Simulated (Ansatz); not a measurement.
RbCl (started from an entry of an open crystallographic database) was relaxed with 5 functionals in Ansatz 0.2.0, cell and atoms free, the symmetry of the start kept (meshes: PBE 6×6×6, r2SCAN 6×6×6, PBEsol 6×6×6, LDA 6×6×6, HSE06 4×4×4). Spin-unpolarised throughout; all numbers are computed.

The LDA result:
```
Rb Cl
1.0
     0.00000    3.18908    3.18908
     3.18908    0.00000    3.18908
     3.18908    3.18908    0.00000
Rb Cl
1 1
Direct
  0.00000 0.00000 0.00000
  0.50000 0.50000 0.50000
```

Space group Fm-3m (No. 225), cubic; a = 6.378 Å in the conventional setting, 32.43 Å³ an atom. Around Rb lie 6 Cl at 3.19 Å; around Cl lie 6 Rb at 3.19 Å.

Task: Order the functionals by the relaxed volume, smallest first.
A. r2SCAN
B. LDA
C. PBE
D. HSE06
E. PBEsol

Result: B (32.43 Å³/atom), E (35.04 Å³/atom), A (36.12 Å³/atom), D (36.90 Å³/atom), C (37.57 Å³/atom).

Task: What lattice does PBEsol give?

Result: a = 6.544 Å; the volume differs by +8.0 % from LDA's. Rb has 6 Cl at 3.27 Å; Cl has 6 Rb at 3.27 Å.

Task: How does the cell change with r2SCAN?

Result: a = 6.611 Å; the volume differs by +11.4 % from LDA's. Rb is surrounded by 6 Cl at 3.31 Å; Cl is surrounded by 6 Rb at 3.31 Å.

Task: Held at the r2SCAN cell, what mean stress do LDA and PBE find, and does its sign point to their own minimum?

Result: Yes. LDA -1.78 GPa, and its relaxed volume is -10.2 % from r2SCAN's; PBE +0.62 GPa, and its relaxed volume is +4.0 % from r2SCAN's. Compression counts positive, so a positive stress asks for a larger cell.
